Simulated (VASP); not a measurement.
TePb:

```
Pb Te
1.0
     0.00000    3.23100    3.23100
     3.23100    0.00000    3.23100
     3.23100    3.23100    0.00000
Pb Te
1 1
Direct
  0.00000 0.00000 0.00000
  0.50000 0.50000 0.50000
```

| Quantity | Value |
| --- | --- |
| Program | VASP 6.6.1 |
| Task | relaxation of cell and atoms |
| Functional | PBE |
| Potentials or basis | VASP PAW PBE potentials, release 64 (Pb_d_GW, Te_GW) |
| Cutoff | 680 eV |
| k mesh | 7 × 7 × 7 |
| Occupations | fermi-dirac, width 0.05 eV |
| Spin | no spin polarisation |

At the start: pressure 2.1 GPa; volume 33.73 Å³/atom.

Question: How do energy, volume and symmetry change on relaxing?

Answer: Over 5 steps the energy falls by 10.3 meV/atom and the volume is 35.40 Å³/atom (+5.0 %); space group Fm-3m (No. 225, to 0.05 Å).

The path:
```
step  energy change (eV)  largest force (eV/Å)  pressure (GPa)  volume (Å³)
   1              0.0000                0.0000            2.07        67.46
   2             -0.0189                0.0000           -0.53        71.81
   3             -0.0206                0.0000            0.04        70.79
   4             -0.0206                0.0000           -0.03        70.86
   5             -0.0206                0.0000           -0.02        70.80
```

Final structure:
```cif
data_structure
_symmetry_space_group_name_H-M 'P 1'
_symmetry_Int_Tables_number 1
_cell_length_a 4.6436
_cell_length_b 4.6436
_cell_length_c 4.6436
_cell_angle_alpha 60.000
_cell_angle_beta 60.000
_cell_angle_gamma 60.000
_cell_volume 70.80
loop_
_atom_site_label
_atom_site_type_symbol
_atom_site_fract_x
_atom_site_fract_y
_atom_site_fract_z
_atom_site_occupancy
Pb1 Pb 0.00000 0.00000 0.00000 1
Te1 Te 0.50000 0.50000 0.50000 1
```
